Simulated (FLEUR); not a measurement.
## Pd: equation of state with r2SCAN

Pd:

```
Pd
1.0
    -1.57228    1.57228    1.57228
     1.57228   -1.57228    1.57228
     1.57228    1.57228   -1.57228
Pd
1
Cartesian
  0.0000 0.0000 0.0000
```

This isn't the form of Pd at room conditions, which is fcc.

```json
{
 "Program": "FLEUR MaX-R8.1 (later development tree)",
 "Task": "equation of state",
 "Functional": "r2SCAN",
 "Potentials or basis": "all-electron",
 "Basis": "FLAPW",
 "Kmax": "4.21 1/bohr",
 "k mesh": "12 × 12 × 12",
 "Occupations": "fermi-dirac, width 0.05 eV",
 "Spin": "no spin polarisation"
}
```

```json
{"Equilibrium volume": "15.04 Å³/atom", "Bulk modulus": "180 GPa"}
```

Energy against volume, from the lowest point:
| volume (Å³/atom) | energy (meV/atom) |
| --- | --- |
| 14.614 | 6.60 |
| 14.925 | 0.00 |
| 15.547 | 8.58 |
| 16.169 | 40.69 |
| 16.480 | 63.89 |

Caveat: the meta-GGA is that of a development version, with a GGA for the radial functions and cores and without core tails.
